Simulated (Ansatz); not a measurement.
## HfO2 at a changed volume — ¹⁷⁷Hf nuclear quadrupole resonance

Cell: a structure deposited in the COD, relaxed with PBE at fixed cell and then changed (volume scaled by 0.96, ions relaxed).

Space group Pbca (No. 61); a = 4.9914, b = 9.8818, c = 5.1569 Å.

| site | Wyckoff | site symmetry | x | y | z |
| --- | --- | --- | --- | --- | --- |
| Hf | 8c | 1 | 0.7437 | 0.8849 | 0.9651 |
| O9 | 8c | 1 | 0.8606 | 0.7939 | 0.6177 |
| O17 | 8c | 1 | 0.5031 | 0.9748 | 0.2622 |

One atom of each set is listed.

Computed with Ansatz: DFT, PBE, plane waves and PAW, scalar-relativistic, 420 eV cutoff, Γ-centred 5×3×5 k-points, Fermi–Dirac smearing 0.02 eV.

¹⁷⁷Hf: I = 7/2, Q = 3365 mb (year-2017 value). Static lattice, zero field.

Q: The simulated lines lie at 105.6, 138.8, 217.4, 244.5 MHz. What are |C_Q|, η and |V_zz| at Hf?

A: For I = 7/2 and η = 0 the lines are |C_Q|/14 times 1, 2 and 3; η shifts the lowest up most. At large η the states mix, and weaker lines appear at sums of the main ones; lines under 5 % of the strongest are left out. Here |C_Q| = 1030 MHz, η = 0.39 and |V_zz| = 12.66 × 10²¹ V/m². The calculation gives V_zz positive; the lines don't show the sign. The site has 7 O at 2.02–2.19 Å.

Without spin–orbit coupling the gradients at and beside Hf can be off by some per cent, at some sites by more. At this changed cell the PBE pressure is 16 GPa.

The relaxation (6 steps) took 27 s of wall time (1.7 min of CPU time) and 1.7 GiB at its peak, on 4 threads of AMD EPYC 9R45 (Zen 5) (x86_64; 16 cores open to the job, memory cap 8.0 GiB, no GPU), a shared host with a load of 0.4 a core.
